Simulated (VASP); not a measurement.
# Ca (Im-3m) in VASP: further runs, part 3 of 3

VASP 6.6.1. Earlier steps stand in the parts before.

### 5 Relaxation of cell and atoms, PBEsol, target pressure 20 GPa, at which the enthalpy is minimised

Input file INCAR:

```
PREC = Accurate
ENCUT = 600
EDIFF = 1E-7
ISMEAR = -1
SIGMA = 0.05
LREAL = F
LASPH = T
NELM = 80
ALGO = Normal
ISIF = 3
LWAVE = F
LCHARG = F
GGA = PS
IBRION = 2
NSW = 40
EDIFFG = -0.01
PSTRESS = 200
```

Input file KPOINTS:

```
Automatic mesh
0
Gamma
  8 8 8
```

Input file POSCAR:

```
Ca
1.0
   -2.2400000000      2.2400000000      2.2400000000
    2.2400000000     -2.2400000000      2.2400000000
    2.2400000000      2.2400000000     -2.2400000000
Ca
1
Direct
    0.0000000000      0.0000000000      0.0000000000
```

Potentials or basis: VASP PAW PBE potentials, release 64 (Ca_sv).

Started as:

```sh
$ cat potpaw_PBE.64/Ca_sv/POTCAR > POTCAR
$ mpirun -np 1 vasp_std > vasp.out
```

OUTCAR:

```text
PREC = Accurate
   ENCUT = 600
   EDIFF = 1E-7
   ISMEAR = -1
   LREAL = F
   LASPH = T
   NELM = 80
   ISIF = 3
   GGA = PS
   IBRION = 2
   NSW = 40
   EDIFFG = -0.01
   PSTRESS = 200

 ion  position               nearest neighbor table
   1  0.000  0.000  0.000-

  LATTYP: Found a body centered cubic cell.
 ALAT       =     4.4800000000

  Lattice vectors:

 A1 = (  -2.2400000000,   2.2400000000,   2.2400000000)
 A2 = (   2.2400000000,  -2.2400000000,   2.2400000000)
 A3 = (   2.2400000000,   2.2400000000,  -2.2400000000)

Analysis of symmetry for initial positions (statically):
=====================================================================
 Subroutine PRICEL returns:
 Original cell was already a primitive cell.

 Routine SETGRP: Setting up the symmetry group for a
 body centered cubic supercell.

 Subroutine GETGRP returns: Found 48 space group operations
 (whereof 48 operations were pure point group operations)
 out of a pool of 48 trial point group operations.

The static configuration has the point symmetry O_h .

Analysis of symmetry for dynamics (positions and initial velocities):
=====================================================================
 Subroutine PRICEL returns:
 Original cell was already a primitive cell.

 Routine SETGRP: Setting up the symmetry group for a
 body centered cubic supercell.

 Subroutine GETGRP returns: Found 48 space group operations
 (whereof 48 operations were pure point group operations)
 out of a pool of 48 trial point group operations.

The dynamic configuration has the point symmetry O_h .

 Subroutine INISYM returns: Found 48 space group operations
 (whereof 48 operations are pure point group operations),
 and found     1 'primitive' translations

----------------------------------------------------------------------------------------

                                     Primitive cell

  volume of cell :      44.9577

  direct lattice vectors                    reciprocal lattice vectors
    -2.240000000  2.240000000  2.240000000     0.000000000  0.223214286  0.223214286
     2.240000000 -2.240000000  2.240000000     0.223214286  0.000000000  0.223214286
     2.240000000  2.240000000 -2.240000000     0.223214286  0.223214286  0.000000000

  length of vectors
     3.879793809  3.879793809  3.879793809     0.315672670  0.315672670  0.315672670

  position of ions in fractional coordinates (direct lattice)
     0.000000000  0.000000000  0.000000000

  ion indices of the primitive-cell ions
   primitive index   ion index
                 1           1

----------------------------------------------------------------------------------------

 KPOINTS: Automatic mesh

Automatic generation of k-mesh.
 Grid dimensions read from file:
 generate k-points for:    8    8    8

 Generating k-lattice:

  Cartesian coordinates                     Fractional coordinates (reciprocal lattice)
     0.000000000  0.027901786  0.027901786     0.125000000  0.000000000  0.000000000
     0.027901786  0.000000000  0.027901786     0.000000000  0.125000000  0.000000000
     0.027901786  0.027901786  0.000000000     0.000000000  0.000000000  0.125000000

  Length of vectors
     0.039459084  0.039459084  0.039459084

  Shift w.r.t. Gamma in fractional coordinates (k-lattice)
     0.000000000  0.000000000  0.000000000

 Subroutine IBZKPT returns following result:
 ===========================================

 Found     29 irreducible k-points:

 Following reciprocal coordinates:
            Coordinates               Weight
  0.000000  0.000000  0.000000      1.000000
  0.125000  0.000000  0.000000     12.000000
  0.250000  0.000000  0.000000     12.000000
  0.375000  0.000000  0.000000     12.000000
  0.500000  0.000000  0.000000      6.000000
  0.125000  0.125000  0.000000     24.000000
[... 16 lines left out ...]
 -0.250000  0.250000  0.250000      6.000000
 -0.375000  0.375000  0.250000     24.000000
 [... further k-points ...]
   k-points           NKPTS =     29   k-points in BZ     NKDIM =     29   number of bands    NBANDS=      9
   number of dos      NEDOS =    301   number of ions     NIONS =      1
   total plane-waves  NPLWV =  32768
   dimension x,y,z NGX =    32 NGY =   32 NGZ =   32
   dimension x,y,z NGXF=    64 NGYF=   64 NGZF=   64
   ions per type =               1
   NGX,Y,Z   is equivalent  to a cutoff of  13.71, 13.71, 13.71 a.u.
   NGXF,Y,Z  is equivalent  to a cutoff of  27.42, 27.42, 27.42 a.u.
 SYSTEM =  unknown system
   PREC   = accura    normal or accurate (medium, high low for compatibility)
   ISTART =      0    job   : 0-new  1-cont  2-samecut
   ICHARG =      2    charge: 1-file 2-atom 10-const
   ISPIN  =      1    spin polarized calculation?
   LNONCOLLINEAR =      F non collinear calculations
   LSORBIT =      F    spin-orbit coupling
   LASPH  =      T    aspherical Exc in radial PAW
   ENCUT  =  600.0 eV  44.10 Ry    6.64 a.u.   7.75  7.75  7.75*2*pi/ulx,y,z
   NELM   =     80;   NELMIN=  2; NELMDL= -5     # of ELM steps
   EDIFF  = 0.1E-06   stopping-criterion for ELM
   LREAL  =      F    real-space projection
   EDIFFG = -.1E-01   stopping-criterion for IOM
   NSW    =     40    number of steps for IOM
   IBRION =      2    ionic relax: 0-MD 1-quasi-New 2-CG
   NFREE  =      1    steps in history (QN), initial steepest desc. (CG)
   ISIF   =      3    stress and relaxation
   ISYM   =      2    0-nonsym 1-usesym 2-fastsym
   POTIM  = 0.5000    time-step for ionic-motion
   TEBEG  =    0.0;   TEEND  =   0.0 temperature during run
   PSTRESS=  200.0 pullay stress
   NELECT =      10.0000    total number of electrons
   NUPDOWN=      -1.0000    fix difference up-down
   EMIN   =  10.00;   EMAX   =-10.00  energy-range for DOS
   EFERMI =   0.00;   METHOD = LEGACY
   ISMEAR =    -1;   SIGMA  =   0.05  broadening in eV -4-tet -1-fermi 0-gaus
   EFERMI_NEDOS =   21; number of points for ismear=-14 and -15
   IALGO  =     38    algorithm
   IMIX   =      4    mixing-type and parameters
     AMIX     =   0.40;   BMIX     =  1.00
     AMIX_MAG =   1.60;   BMIX_MAG =  1.00
  volume/ion in A,a.u.               =      44.96       303.39
  Fermi-wavevector in a.u.,A,eV,Ry     =   0.991913  1.874443 13.386649  0.983891
  Thomas-Fermi vector in A             =   2.123688
   LORBIT       =      0    0 simple, 1 ext, 2 COOP (PROOUT), +10 PAW based schemes
   GGA     = PS    functional components
   LHFCALC =     F    Hartree Fock is set to
   AEXX    =    0.0000 exact exchange contribution
   IVDW    =     0    specifies the selected vdW correction
   LEPSILON=     F    determine dielectric tensor
   LRPA    =     F    only Hartree local field effects (RPA)
 conjugate gradient relaxation of ions
 non-spin polarized calculation
  energy-cutoff  :      600.00
  volume of cell :       44.96
 maximum number of plane-waves:      1509
   NGX = 15   NGY = 15   NGZ = 15

--------------------------------------- Ionic step        1  -------------------------------------------

 number of electron      10.0000000 magnetization

 Free energy of the ion-electron system (eV)
  ---------------------------------------------------
  ext. energy  EPLUGINS =         0.00000000
  ---------------------------------------------------
  free energy    TOTEN  =        -2.10050256 eV

  energy without entropy =       -2.08741411  energy(sigma->0) =       -2.09395833

 E-fermi :   1.6723     XC(G=0):  -7.6119

 val. band max:        1.6488938529   @ k =   0.5000   0.5000   0.2500
 cond. band min:       1.6848470870   @ k =   0.5000   0.5000   0.2500
 fundamental gap:      0.0359532341
 Fermi energy:         1.6722895584

 k-point     1 :       0.0000    0.0000    0.0000
  band No.  band energies     occupation
      1     -40.3393      2.00000
      2     -21.3364      2.00000
      3     -21.3364      2.00000
      4     -21.3364      2.00000
      5      -2.2649      2.00000
      6       3.8888      0.00000
      7       3.8888      0.00000
      8       3.8888      0.00000
      9       4.8896      0.00000
[... 786 lines left out ...]
  FREE ENERGIE OF THE ION-ELECTRON SYSTEM (eV)
  ---------------------------------------------------
  free  energy   TOTEN  =        -1.4121170095 eV

  energy  without entropy=       -1.4062258355  energy(sigma->0) =       -1.40917142

  enthalpy is  TOTEN    =         1.5828658432 eV   P V=        2.9949828527

--------------------------------------- Ionic step        7  -------------------------------------------

 number of electron      10.0000000 magnetization

 Free energy of the ion-electron system (eV)
  ---------------------------------------------------
  ext. energy  EPLUGINS =         0.00000000
  ---------------------------------------------------
  free energy    TOTEN  =        -1.39762842 eV

  energy without entropy =       -1.39184628  energy(sigma->0) =       -1.39473735

 E-fermi :   4.5444     XC(G=0):  -9.8664

 val. band max:        4.4868854121   @ k =   0.3750   0.2500  -0.0000
 cond. band min:       4.6816453272   @ k =   0.5000   0.5000   0.2500
 fundamental gap:      0.1947599151
 Fermi energy:         4.5443903248

 k-point     1 :       0.0000    0.0000    0.0000
  band No.  band energies     occupation
      1     -36.0591      2.00000
      2     -16.7158      2.00000
      3     -16.7158      2.00000
      4     -16.7158      2.00000
      5      -0.1207      2.00000
      6       7.7104      0.00000
      7       7.7104      0.00000
      8       7.7104      0.00000
      9       9.5741      0.00000
[... 298 lines left out ...]
 POSITION                                       TOTAL-FORCE (eV/Angst)
 -----------------------------------------------------------------------------------
      0.00000      0.00000     -0.00000         0.000000     -0.000000      0.000000
 -----------------------------------------------------------------------------------
    total drift:                                0.000000      0.000000     -0.000000

  FREE ENERGIE OF THE ION-ELECTRON SYSTEM (eV)
  ---------------------------------------------------
  free  energy   TOTEN  =        -1.3976284155 eV

  energy  without entropy=       -1.3918462772  energy(sigma->0) =       -1.39473735

  enthalpy is  TOTEN    =         1.5827442281 eV   P V=        2.9803726436

 reached required accuracy - stopping structural energy minimisation
```

Wall time 35 s (1 thread of Intel Xeon 6975P-C (Granite Rapids), shared host); peak memory 0.19 GiB.

Results:

```yaml
Free_energy: -1.3976 eV
Relaxed_volume: 23.88 Å³/atom
Relaxed_cell: a = 3.142 Å, b = 3.142 Å, c = 3.142 Å, α = 109.47°, β = 109.47°, γ = 109.47°
Space_group_after_relaxing_to_0.05_Å: Im-3m (No. 229)
Energy_change_on_relaxing_the_enthalpy_is_what_falls: +702.9 meV/atom
Ionic_steps: 7
Pressure_after_relaxing: 20.0 GPa
Band_gap_on_the_k_mesh: none (metal or under the smearing width)
```

The path:
```csv
step,energy change (eV),largest force (eV/Å),pressure (GPa),volume (Å³)
1,0.0000,0.0000,-1.52,44.96
2,2.5247,0.0000,61.30,16.00
3,0.6434,0.0000,18.63,24.37
4,0.6983,0.0000,19.90,23.91
5,0.7409,0.0000,20.88,23.58
6,0.6884,0.0000,19.67,23.99
7,0.7029,0.0000,20.00,23.88
```

Final structure:
```
Ca
1.0
    -1.81397    1.81397    1.81397
     1.81397   -1.81397    1.81397
     1.81397    1.81397   -1.81397
Ca
1
Direct
  0.00000 0.00000 0.00000
```

Caveat: the cell is relaxed towards a set pressure, so the enthalpy falls and the energy may rise; the volume moved by over 15 % at a fixed basis, so the end points are rough; the PAW data sets were made with another functional, which shifts forces and pressure a little.

### 6 For comparison

An earlier run on the cell as given: functional PBE; potentials or basis VASP PAW PBE potentials, release 64 (Ca_sv); cutoff 520 eV; k mesh 8 × 8 × 8; occupations fermi-dirac, width 0.05 eV; no spin polarisation.

- Pressure: -1.0 GPa
- Band gap on the k mesh: none (metal or under the smearing width)

### 7 Summary

| task | level | cell | cutoff (eV) | target pressure | gap on the mesh (eV) | pressure (GPa) |
| --- | --- | --- | --- | --- | --- | --- |
| relaxation of cell and atoms | PBEsol | relaxed to 2 GPa | 600 | 2 GPa | none | 2.0 |
| relaxation of cell and atoms | PBEsol | relaxed to 5 GPa | 600 | 5 GPa | none | 5.0 |
| relaxation of cell and atoms | PBEsol | relaxed to 10 GPa | 600 | 10 GPa | none | 10.0 |
| relaxation of cell and atoms | PBEsol | relaxed to 20 GPa | 600 | 20 GPa | none | 20.0 |
| single point | PBE | as given | 520 | - | none | -1.0 |

Alike in all rows: potentials or basis VASP PAW PBE potentials, release 64 (Ca_sv); no spin polarisation; k mesh 8 × 8 × 8; smearing fermi-dirac 0.05 eV.

Caveats: the cell is relaxed towards a set pressure, so the enthalpy falls and the energy may rise (some runs); the volume moved by over 15 % at a fixed basis, so the end points are rough (some runs); the PAW data sets were made with another functional, which shifts forces and pressure a little (some runs).

Total energies depend on the potentials used, so only differences within one code and one set of settings carry meaning.
